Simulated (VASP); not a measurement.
# TaS2 (P-3m1) in VASP: further runs

Aim: see how the results for TaS2 move with the level of theory and the settings. Levels: PBE, PBEsol+D4, PBEsol+rVV10, RPBE+D3. Tasks: relaxation of cell and atoms, single point.

Everything below comes from runs of VASP 6.6.1. Logs are shortened: lines on timing, memory, paths and dates and some standing lists are left out, and cuts for length are marked.

**1. Starting point**

The structure is trigonal, space group P-3m1 (No. 164). Conventional cell: a = 3.350 Å, b = 3.350 Å, c = 5.860 Å, α = 90.00°, β = 90.00°, γ = 120.00°. Ta (site symmetry -3m) is surrounded by 6 S at 2.43 Å. Around S (site symmetry 3m) lie 3 Ta at 2.43 Å.

**2. Relaxation of cell and atoms, PBE**

INCAR

```
  ALGO = Normal
  EDIFF = 1E-6
  EDIFFG = -0.02
  ENCUT = 680
  GGA = PE
  IBRION = 2
  ISIF = 3
  ISMEAR = -1
  LASPH = True
  LCHARG = False
  LREAL = False
  LWAVE = False
  NELM = 60
  NSW = 40
  PREC = Accurate
  SIGMA = 0.05
```

KPOINTS

```
k-points
0
Gamma
  9 9 5
```

POSCAR

```
TaS2
1.0
    3.3500000000      0.0000000000      0.0000000000
   -1.6750000000      2.9011851027      0.0000000000
    0.0000000000      0.0000000000      5.8600000000
Ta S
1 2
Direct
    0.0000000000      0.0000000000      0.0000000000
    0.6666666667      0.3333333333      0.7500000000
    0.3333333333      0.6666666667      0.2500000000
```

Potentials or basis: VASP PAW PBE potentials, release 64 (Ta_sv_GW, S_GW).

Command:

```
> cat potpaw_PBE.64/Ta_sv_GW/POTCAR potpaw_PBE.64/S_GW/POTCAR > POTCAR
> mpirun -np 1 vasp_std > vasp.out
```

OUTCAR:

```text
EDIFF = 1E-6
   EDIFFG = -0.02
   ENCUT = 680
   GGA = PE
   IBRION = 2
   ISIF = 3
   ISMEAR = -1
   LASPH = True
   LREAL = False
   NELM = 60
   NSW = 40
   PREC = Accurate

 ion  position               nearest neighbor table
   1  0.000  0.000  0.000-   2 2.43   3 2.43   2 2.43   3 2.43   2 2.43   3 2.43
   2  0.667  0.333  0.750-   1 2.43   1 2.43   1 2.43
   3  0.333  0.667  0.250-   1 2.43   1 2.43   1 2.43

  LATTYP: Found a hexagonal cell.
 ALAT       =     3.3500000000
 C/A-ratio  =     1.7492537313

  Lattice vectors:

 A1 = (   3.3500000000,   0.0000000000,   0.0000000000)
 A2 = (  -1.6750000000,   2.9011851027,   0.0000000000)
 A3 = (   0.0000000000,   0.0000000000,   5.8600000000)

Analysis of symmetry for initial positions (statically):
=====================================================================
 Subroutine PRICEL returns:
 Original cell was already a primitive cell.

 Routine SETGRP: Setting up the symmetry group for a
 hexagonal supercell.

 Subroutine GETGRP returns: Found 12 space group operations
 (whereof 12 operations were pure point group operations)
 out of a pool of 24 trial point group operations.

The static configuration has the point symmetry D_3d.

Analysis of symmetry for dynamics (positions and initial velocities):
=====================================================================
 Subroutine PRICEL returns:
 Original cell was already a primitive cell.

 Routine SETGRP: Setting up the symmetry group for a
 hexagonal supercell.

 Subroutine GETGRP returns: Found 12 space group operations
 (whereof 12 operations were pure point group operations)
 out of a pool of 24 trial point group operations.

The dynamic configuration has the point symmetry D_3d.

 Subroutine INISYM returns: Found 12 space group operations
 (whereof 12 operations are pure point group operations),
 and found     1 'primitive' translations

----------------------------------------------------------------------------------------

                                     Primitive cell

  volume of cell :      56.9532

  direct lattice vectors                    reciprocal lattice vectors
     3.350000000  0.000000000  0.000000000     0.298507463  0.172343364  0.000000000
    -1.675000000  2.901185103  0.000000000     0.000000000  0.344686728  0.000000000
     0.000000000  0.000000000  5.860000000     0.000000000  0.000000000  0.170648464

  length of vectors
     3.350000000  3.350000000  5.860000000     0.344686728  0.344686728  0.170648464

  position of ions in fractional coordinates (direct lattice)
     0.000000000  0.000000000  0.000000000
     0.666666667  0.333333333  0.750000000
     0.333333333  0.666666667  0.250000000

  ion indices of the primitive-cell ions
   primitive index   ion index
                 1           1
                 2           2
                 3           3

----------------------------------------------------------------------------------------

 KPOINTS: k-points

Automatic generation of k-mesh.
 Grid dimensions read from file:
 generate k-points for:    9    9    5

 Generating k-lattice:

  Cartesian coordinates                     Fractional coordinates (reciprocal lattice)
     0.033167496  0.019149263  0.000000000     0.111111111 -0.000000000  0.000000000
     0.000000000  0.038298525  0.000000000     0.000000000  0.111111111  0.000000000
     0.000000000  0.000000000  0.034129693     0.000000000  0.000000000  0.200000000

  Length of vectors
     0.038298525  0.038298525  0.034129693

  Shift w.r.t. Gamma in fractional coordinates (k-lattice)
     0.000000000  0.000000000  0.000000000

 Subroutine IBZKPT returns following result:
 ===========================================

 Found     50 irreducible k-points:

 Following reciprocal coordinates:
            Coordinates               Weight
  0.000000  0.000000  0.000000      1.000000
  0.111111  0.000000  0.000000      6.000000
  0.222222  0.000000  0.000000      6.000000
  0.333333  0.000000  0.000000      6.000000
  0.444444  0.000000  0.000000      6.000000
  0.111111  0.111111  0.000000      6.000000
[... 16 lines left out ...]
  0.222222  0.111111  0.200000     12.000000
 -0.111111  0.333333  0.200000     12.000000
 [... further k-points ...]
   k-points           NKPTS =     50   k-points in BZ     NKDIM =     50   number of bands    NBANDS=     16
   number of dos      NEDOS =    301   number of ions     NIONS =      3
   total plane-waves  NPLWV =  39200
   dimension x,y,z NGX =    28 NGY =   28 NGZ =   50
   dimension x,y,z NGXF=    56 NGYF=   56 NGZF=  100
   ions per type =               1   2
   NGX,Y,Z   is equivalent  to a cutoff of  13.90, 13.90, 14.18 a.u.
   NGXF,Y,Z  is equivalent  to a cutoff of  27.79, 27.79, 28.37 a.u.
 SYSTEM =  unknown system
   PREC   = accura    normal or accurate (medium, high low for compatibility)
   ISTART =      0    job   : 0-new  1-cont  2-samecut
   ICHARG =      2    charge: 1-file 2-atom 10-const
   ISPIN  =      1    spin polarized calculation?
   LNONCOLLINEAR =      F non collinear calculations
   LSORBIT =      F    spin-orbit coupling
   LASPH  =      T    aspherical Exc in radial PAW
   ENCUT  =  680.0 eV  49.98 Ry    7.07 a.u.   7.12  7.12 12.46*2*pi/ulx,y,z
   NELM   =     60;   NELMIN=  2; NELMDL= -5     # of ELM steps
   EDIFF  = 0.1E-05   stopping-criterion for ELM
   LREAL  =      F    real-space projection
   EDIFFG = -.2E-01   stopping-criterion for IOM
   NSW    =     40    number of steps for IOM
   IBRION =      2    ionic relax: 0-MD 1-quasi-New 2-CG
   NFREE  =      1    steps in history (QN), initial steepest desc. (CG)
   ISIF   =      3    stress and relaxation
   ISYM   =      2    0-nonsym 1-usesym 2-fastsym
   POTIM  = 0.5000    time-step for ionic-motion
   TEBEG  =    0.0;   TEEND  =   0.0 temperature during run
   PSTRESS=    0.0 pullay stress
   NELECT =      25.0000    total number of electrons
   NUPDOWN=      -1.0000    fix difference up-down
   EMIN   =  10.00;   EMAX   =-10.00  energy-range for DOS
   EFERMI =   0.00;   METHOD = LEGACY
   ISMEAR =    -1;   SIGMA  =   0.05  broadening in eV -4-tet -1-fermi 0-gaus
   EFERMI_NEDOS =   21; number of points for ismear=-14 and -15
   IALGO  =     38    algorithm
   IMIX   =      4    mixing-type and parameters
     AMIX     =   0.40;   BMIX     =  1.00
     AMIX_MAG =   1.60;   BMIX_MAG =  1.00
  volume/ion in A,a.u.               =      18.98       128.11
  Fermi-wavevector in a.u.,A,eV,Ry     =   1.244177  2.351154 21.061502  1.547977
  Thomas-Fermi vector in A             =   2.378455
   LORBIT       =      0    0 simple, 1 ext, 2 COOP (PROOUT), +10 PAW based schemes
   GGA     = PE    functional components
   LHFCALC =     F    Hartree Fock is set to
   AEXX    =    0.0000 exact exchange contribution
   IVDW    =     0    specifies the selected vdW correction
   LEPSILON=     F    determine dielectric tensor
   LRPA    =     F    only Hartree local field effects (RPA)
 conjugate gradient relaxation of ions
 non-spin polarized calculation
  energy-cutoff  :      680.00
  volume of cell :       56.95
 maximum number of plane-waves:      2325
   NGX = 15   NGY = 15   NGZ = 25

--------------------------------------- Ionic step        1  -------------------------------------------

 number of electron      25.0000002 magnetization

 Free energy of the ion-electron system (eV)
  ---------------------------------------------------
  ext. energy  EPLUGINS =         0.00000000
  ---------------------------------------------------
  free energy    TOTEN  =       -25.50244897 eV

  energy without entropy =      -25.48739805  energy(sigma->0) =      -25.49492351

------------------------ aborting loop because EDIFF is reached ----------------------------------------

  FORCE on cell =-STRESS in cart. coord.  units (eV):
  Direction    XX          YY          ZZ          XY          YZ          ZX
  --------------------------------------------------------------------------------------
  -------------------------------------------------------------------------------------
  Total        2.7038844      2.7038844      4.3991771     -0.0000000      0.0000000      0.0000000
  in kB       76.0642955     76.0642955    123.7554026     -0.0000000      0.0000000      0.0000000
  external PRESSURE =      91.9613312 kB  Pullay stress =       0.0000000 kB
[... 92 lines left out ...]
  FREE ENERGIE OF THE ION-ELECTRON SYSTEM (eV)
  ---------------------------------------------------
  free  energy   TOTEN  =       -25.6180792208 eV

  energy  without entropy=      -25.6042466017  energy(sigma->0) =      -25.61116291

 E-fermi :   6.0454     XC(G=0): -10.0891

 val. band max:        6.0123006726   @ k =  -0.1111   0.3333   0.4000
 cond. band min:       6.0539281408   @ k =   0.2222   0.1111   0.0000
 fundamental gap:      0.0416274682
 Fermi energy:         6.0454303358

 k-point     1 :       0.0000    0.0000    0.0000
  band No.  band energies     occupation
      1     -62.9289      2.00000
      2     -29.2876      2.00000
      3     -29.2777      2.00000
      4     -29.2777      2.00000
      5      -8.6062      2.00000
      6      -6.9868      2.00000
[... 433 lines left out ...]
      3     -29.3252      2.00000
      4     -29.2563      2.00000
      5      -7.5358      2.00000
      6      -6.9133      2.00000
[... 8 lines left out ...]
     15       8.3940      0.00000
     16       9.4464      0.00000

 [... further k-points ...]

[... ionic steps 4 to 13 ...]

--------------------------------------- Ionic step       14  -------------------------------------------

 number of electron      25.0000001 magnetization

------------------------ aborting loop because EDIFF is reached ----------------------------------------
[... 69 lines left out ...]
--------------------------------------- Ionic step       16  -------------------------------------------

 number of electron      25.0000001 magnetization

 Free energy of the ion-electron system (eV)
  ---------------------------------------------------
  ext. energy  EPLUGINS =         0.00000000
  ---------------------------------------------------
  free energy    TOTEN  =       -25.64576322 eV

  energy without entropy =      -25.63325766  energy(sigma->0) =      -25.63951044

 E-fermi :   5.6919     XC(G=0):  -9.8570

 val. band max:        5.6714117964   @ k =  -0.1111   0.3333   0.4000
 cond. band min:       5.7067131959   @ k =   0.2222   0.1111   0.0000
 fundamental gap:      0.0353013995
 Fermi energy:         5.6919467276

 k-point     1 :       0.0000    0.0000    0.0000
  band No.  band energies     occupation
      1     -63.2663      2.00000
      2     -29.6318      2.00000
      3     -29.6173      2.00000
      4     -29.6173      2.00000
      5      -8.9516      2.00000
      6      -7.3813      2.00000
[... 433 lines left out ...]
      3     -29.6657      2.00000
      4     -29.5998      2.00000
      5      -7.8813      2.00000
      6      -7.2865      2.00000
[... 8 lines left out ...]
     15       8.0491      0.00000
     16       9.1197      0.00000

 [... further k-points ...]

------------------------ aborting loop because EDIFF is reached ----------------------------------------

  FORCE on cell =-STRESS in cart. coord.  units (eV):
  Direction    XX          YY          ZZ          XY          YZ          ZX
  --------------------------------------------------------------------------------------
  -------------------------------------------------------------------------------------
  Total        0.0069766      0.0069766      0.0242632      0.0000000      0.0000000      0.0000000
  in kB        0.1718274      0.1718274      0.5975844      0.0000000      0.0000000      0.0000000
  external PRESSURE =       0.3137464 kB  Pullay stress =       0.0000000 kB
[... 18 lines left out ...]
  FREE ENERGIE OF THE ION-ELECTRON SYSTEM (eV)
  ---------------------------------------------------
  free  energy   TOTEN  =       -25.6457632187 eV

  energy  without entropy=      -25.6332576605  energy(sigma->0) =      -25.63951044

 reached required accuracy - stopping structural energy minimisation
```

Run time: 12 min. Hardware: 1 thread of Intel Xeon Platinum 8488C (Sapphire Rapids), shared host; peak memory 0.26 GiB.

Results:

```
Free energy                            : -25.6458 eV
Relaxed volume                         : 21.68 Å³/atom
Relaxed cell                           : a = 3.377 Å, b = 3.377 Å, c = 6.586 Å, α = 90.00°, β = 90.00°, γ = 120.00°
Space group after relaxing (to 0.05 Å) : P-3m1 (No. 164)
Energy gained by relaxing              : 47.8 meV/atom
Ionic steps                            : 16
Pressure after relaxing                : 0.0 GPa
Band gap on the k mesh                 : none (metal or under the smearing width)
```

Step by step:
```tsv
step	energy change (eV)	largest force (eV/Å)	pressure (GPa)	volume (Å³)
1	0.0000	1.2409	9.20	56.95
2	0.2428	1.9042	-12.47	66.40
3	-0.1156	0.0912	-0.57	60.15
4	-0.1158	0.0449	-0.23	60.02
5	-0.1158	0.0234	-0.09	59.96
6	-0.1220	0.0838	0.13	59.88
7	-0.1236	0.1619	0.39	59.77
8	-0.1238	0.1422	0.32	59.80
9	-0.1263	0.1377	0.19	60.12
10	-0.1325	0.1270	-0.09	61.09
11	-0.1396	0.0974	-0.50	63.05
12	-0.1395	0.0049	-0.83	67.03
13	-0.1417	0.0275	-0.58	64.98
14	-0.1424	0.1126	0.59	64.87
15	-0.1428	0.0631	0.17	64.91
16	-0.1433	0.0009	0.03	65.05
```

Final structure:
```
Ta S
1.0
     3.37722    0.00000    0.00000
    -1.68861    2.92476    0.00000
     0.00000    0.00000    6.58582
Ta S
1 2
Direct
  0.00000 0.00000 0.00000
  0.66667 0.33333 0.76700
  0.33333 0.66667 0.23300
```

Caveat: this functional lacks dispersion, which binds the layers, so the pressure and a relaxed spacing across them are unreliable; the volume moved by +14 % from the deposited cell, more than functionals usually miss. Zero-point motion and thermal expansion aren't in these numbers.

**3. Single point, PBE**

INCAR

```
ALGO = Normal
EDIFF = 1E-6
ENCUT = 520
GGA = PE
ISIF = 2
ISMEAR = 0
LASPH = T
LCHARG = F
LREAL = F
LWAVE = F
NBANDS = 18
NELM = 60
PREC = Accurate
SIGMA = 0.028000000000000004
```

KPOINTS is that of step 2.

POSCAR is that of step 2.

Potentials or basis: VASP PAW PBE potentials, release 64 (Ta_pv, S).

Command:

```
> cat potpaw_PBE.64/Ta_pv/POTCAR potpaw_PBE.64/S/POTCAR > POTCAR
> mpirun -np 1 vasp_std > vasp.out
```

Wall time 23 s (1 thread of Intel Xeon 6975P-C (Granite Rapids), shared host); peak memory 0.21 GiB.

The run converged. Its results:

| Property | Result |
| --- | --- |
| Free energy | -23.0129 eV |
| Pressure | 9.1 GPa |
| Largest force | 1.260 eV/Å |
| Band gap on the k mesh | none (metal or under the smearing width) |

Forces on the atoms (eV/Å):
```
Ta   0.000  0.000  0.000
S    0.000  0.000 -1.260
S    0.000  0.000  1.260
```

Stress tensor (GPa, compression positive):
```
 7.44  0.00  0.00
 0.00  7.44  0.00
 0.00  0.00 12.55
```

Levels at points of the mesh, in eV from the Fermi level:
```tsv
k point	band 7	band 8	band 9	band 10	band 11	band 12	band 13	band 14	band 15	band 16
(0.00, 0.00, 0.00)	-4.27	-4.27	-1.34	-0.80	-0.80	0.03	0.03	0.28	4.09	4.09
```

Caveat: this functional lacks dispersion, which binds the layers, so the pressure and a relaxed spacing across them are unreliable; forces of over 1 eV/Å show positions far from the minimum, so gaps and moduli don't describe the material at rest. The run has no spin-orbit coupling, so splittings on Ta are missing.

**4. Relaxation of cell and atoms, PBEsol+D4**

INCAR

```
  PREC = Accurate
  ENCUT = 600
  EDIFF = 1E-6
  ISMEAR = -1
  SIGMA = 0.05
  LREAL = False
  LASPH = True
  NELM = 80
  ALGO = Normal
  ISIF = 3
  LWAVE = False
  LCHARG = False
  GGA = PS
  IVDW = 13
  IBRION = 2
  NSW = 60
  EDIFFG = -0.02
```

KPOINTS

```
Automatic mesh
0
Gamma
  9 9 5
```

POSCAR is that of step 3.

Command:

```
> cat potpaw_PBE.64/Ta_pv/POTCAR potpaw_PBE.64/S/POTCAR > POTCAR
> mpirun -np 1 vasp_std > vasp.out
```

Run time: 3.3 min. Hardware: 1 thread of Intel Xeon 6975P-C (Granite Rapids), shared host; peak memory 0.24 GiB.

It converged, with:

| Quantity | Value |
| --- | --- |
| Free energy | -25.1650 eV |
| Relaxed volume | 18.07 Å³/atom |
| Relaxed cell | a = 3.297 Å, b = 3.297 Å, c = 5.759 Å, α = 90.00°, β = 90.00°, γ = 120.00° |
| Space group after relaxing (to 0.05 Å) | P-3m1 (No. 164) |
| Energy gained by relaxing | 28.2 meV/atom |
| Ionic steps | 15 |
| Pressure after relaxing | 0.1 GPa |
| Band gap on the k mesh | none (metal or under the smearing width) |
| Dispersion energy per atom | -0.199 eV |

Forces in eV/Å, atoms in the order of the input:
```
Ta   0.000  0.000  0.000
S    0.000  0.000 -0.003
S    0.000  0.000  0.003
```

Stress tensor (GPa, compression positive):
```
 0.17  0.00  0.00
 0.00  0.17  0.00
 0.00  0.00 -0.05
```

The path:
| step | energy change (eV) | largest force (eV/Å) | pressure (GPa) | volume (Å³) |
| --- | --- | --- | --- | --- |
| 1 | 0.0000 | 1.0256 | 3.08 | 56.95 |
| 2 | 0.0254 | 0.8025 | -7.92 | 59.99 |
| 3 | -0.0440 | 0.1680 | -2.22 | 58.28 |
| 4 | -0.0675 | 0.0743 | -0.84 | 56.94 |
| 5 | -0.0682 | 0.0558 | -0.56 | 56.69 |
| 6 | -0.0704 | 0.2123 | 0.52 | 56.18 |
| 7 | -0.0704 | 0.2276 | 0.62 | 56.13 |
| 8 | -0.0718 | 0.2222 | 0.55 | 56.05 |
| 9 | -0.0753 | 0.2070 | 0.35 | 55.83 |
| 10 | -0.0795 | 0.1752 | -0.01 | 55.37 |
| 11 | -0.0744 | 0.1022 | -0.52 | 54.43 |
| 12 | -0.0798 | 0.1706 | -0.09 | 55.14 |
| 13 | -0.0825 | 0.0468 | -0.57 | 54.97 |
| 14 | -0.0832 | 0.0538 | -0.95 | 54.83 |
| 15 | -0.0846 | 0.0026 | 0.10 | 54.21 |

Final structure:
```xyz
3
Lattice="3.2968 0.0000 0.0000 -1.6484 2.8551 0.0000 0.0000 0.0000 5.7588" Properties=species:S:1:pos:R:3 pbc="T T T"
Ta   -1.6484    2.8551    5.7588
S     1.6484    0.9517    4.2115
S     0.0000    1.9034    1.5473
```

Levels at points of the mesh, in eV from the Fermi level:
| k point | band 10 | band 11 | band 12 | band 13 | band 14 | band 15 |
| --- | --- | --- | --- | --- | --- | --- |
| (0.00, 0.00, 0.00) | -0.41 | -0.41 | -0.11 | 0.28 | 0.28 | 3.82 |

Caveat: the PAW data sets were made with another functional, which shifts forces and pressure a little. Spin-orbit coupling is left out, which matters for the levels of Ta.

(Continued in part 2 of 2.)
